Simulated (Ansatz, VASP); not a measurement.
**BaS in VASP and in Ansatz**

File INCAR:

```
SYSTEM = BaS
PREC = Accurate
ENCUT = 520
EDIFF = 1E-6
ISMEAR = 0
SIGMA = 0.01
LREAL = .False.
LASPH = .True.
NELM = 60
ALGO = Normal
ISIF = 2
LWAVE = .False.
LCHARG = .False.
GGA = PS
NBANDS = 15
```

KPOINTS

```
regular mesh
0
Gamma
  6 6 6
  0 0 0
```

File POSCAR:

```
BaS
1.0
    0.0000000000      3.1937500000      3.1937500000
    3.1937500000      0.0000000000      3.1937500000
    3.1937500000      3.1937500000      0.0000000000
Ba S
1 1
Direct
    0.0000000000      0.0000000000      0.0000000000
    0.5000000000      0.5000000000      0.5000000000
```

Input for Ansatz:

```yaml
crystal:
  lattice:
    - [0.0, 3.19375, 3.19375]
    - [3.19375, 0.0, 3.19375]
    - [3.19375, 3.19375, 0.0]
  atoms:
    - { symbol: Ba, position: [0.0, 0.0, 0.0] }
    - { symbol: S, position: [0.5, 0.5, 0.5] }
basis:
  ecutwfc: 500.0
kpoints:
  mp_grid:
    grid: [6, 6, 6]
hamiltonian:
  xc: pbesol
scf:
  occupations:
    method: fixed
output:
  stress: true
```

Alike in both runs: task single point; functional PBEsol; k mesh 6 × 6 × 6; no spin polarisation.

|  | VASP | Ansatz |
| --- | --- | --- |
| version | VASP 6.6.1 | Ansatz 0.2.0 |
| potentials or method | VASP PAW PBE potentials, release 64 (Ba_sv, S) | plane waves, PAW |
| plane-wave cutoff (eV) | 520 | 500 |
| occupations | gaussian, width 0.01 eV | fixed |
| valence electrons in the cell | 16 | 16 |

|  | VASP | Ansatz | Ansatz less VASP |
| --- | --- | --- | --- |
| pressure (GPa) | -0.5 | -1.1 | -0.62 |

Caveats: the PAW data sets were made with another functional, which shifts forces and pressure a little (VASP). A k mesh can miss the band edges.
